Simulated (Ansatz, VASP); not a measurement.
Two plane-wave programs on Sb

```xyz
2
Lattice="2.1506 1.2416 3.7440 -2.1506 1.2416 3.7440 0.0000 -2.4833 3.7440" Properties=species:S:1:pos:R:3 pbc="T T T"
Sb    0.0000    0.0000    2.6242
Sb    0.0000    0.0000    8.6078
```

Alike in both runs: task single point; functional r2SCAN; k mesh 6 × 6 × 6; occupations gaussian, width 0.1 eV; no spin polarisation.

```csv
,VASP,Ansatz
version,VASP 6.6.1,Ansatz 0.2.0
potentials or method,"VASP PAW PBE potentials, release 64 (Sb)","scalar-relativistic, plane waves, PAW"
plane-wave cutoff (eV),520,500
valence electrons in the cell,10,30
```

Ansatz gave:

| Property | Result |
| --- | --- |
| gap on the k mesh at the Fermi level (eV) | none |
| pressure (GPa) | 2.1 |
| largest component of the traceless stress (GPa) | 0.11 |
| rms of the force components (eV/Å) | 0.038 |

**Question.** Which values does VASP return?

**Answer.** gap on the k mesh at the Fermi level (eV): none; pressure (GPa): 2.2; largest component of the traceless stress (GPa): 0.14; rms of the force components (eV/Å): 0.010.

Atom by atom the forces differ by 0.028 eV/Å (rms over components). A gap of «none» marks a metal or a gap that the smearing closes. The two sets of potentials don't hold the same shells in valence.

Caveats: the PAW data sets were made with another functional, which shifts forces and pressure a little (VASP). Spin-orbit coupling is left out, which matters for the levels of Sb.
